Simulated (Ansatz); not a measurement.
## Equation of state of Sr

```xyz
1
Lattice="0.0000 3.0423 3.0423 3.0423 0.0000 3.0423 3.0423 3.0423 0.0000" Properties=species:S:1:pos:R:3 pbc="T T T"
Sr    0.0000    0.0000    0.0000
```

The cell is COD entry 9008484, as deposited and not checked against the literature; nothing was relaxed.

Methods: DFT, PBE, all-electron LAPW, scalar-relativistic (Ansatz 0.2.0); DFT, PBE, PAW with Ansatz's default frozen-core files, scalar-relativistic (Ansatz 0.2.0).

For LAPW: a Γ-centred 10×10×10 k mesh, Fermi–Dirac smearing of 0.08 eV, basis error target 0.5 meV/atom, no spin polarisation. PAW takes a cutoff of 420 eV at this cell. The Ansatz runs share mesh, smearing and spin set-up. Plane-wave (PAW) pressures include the program's estimate of the Pulay term.

The cell above is scaled evenly, with fractional coordinates and shape held.

```
V/V(cell)  V (Å³/atom)  P, LAPW (GPa)  P, PAW (GPa)  free energy over the lowest listed, PAW (meV/atom)
   0.9405       52.968           0.46          0.46                                                 2.8
   0.9700       54.630           0.08          0.08                                                 0.0
   1.0000       56.319          -0.27         -0.27                                                 1.1
   1.0300       58.009          -0.58         -0.58                                                 5.6
   1.0600       59.698              ?             ?                                                   ?
```

Fill in the row V/V(cell) = 1.0600.

P, LAPW (GPa) = -0.85, P, PAW (GPa) = -0.85, free energy over the lowest listed, PAW (meV/atom) = 13.1.

What do Birch–Murnaghan fits to the pressures give?

LAPW: V0 = 54.98 Å³/atom, B0 = 12 GPa, B0′ = 3.2; PAW: V0 = 54.98 Å³/atom, B0 = 12 GPa, B0′ = 3.2.

PAW's V0 lies 0.00 % from the all-electron value and its B0 0.0 %. Symmetry fixes shape and coordinates here, so this is the relaxed modulus.
